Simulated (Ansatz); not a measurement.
System: Ga (fcc type), 1 atom in the cell.

```
CELL_PARAMETERS angstrom
0.00000 2.11790 2.11790
2.11790 0.00000 2.11790
2.11790 2.11790 0.00000
ATOMIC_POSITIONS crystal
Ga 0.00000 0.00000 0.00000
```

Code and potentials: Ansatz PAW hard set, 700 eV. Settings of the plain PBE run: k-mesh 4×4×4 Γ-centred; Fermi–Dirac smearing of 0.15 eV; no spin polarisation.

Plain PBE gives:

| Property | Result |
| --- | --- |
| Pressure | 4.92 GPa |

Task: What changes under PBE with spin–orbit coupling?

Result: The pressure decreases by 0.033 GPa to 4.883 GPa.

The stress includes the program's correction for the finite plane-wave basis.

The k-mesh is coarse, so these values belong to this mesh and can lie far from the converged ones. This cubic structure is a model: it isn't the usual form of the substance at ambient conditions, and such phases are metastable or hypothetical.
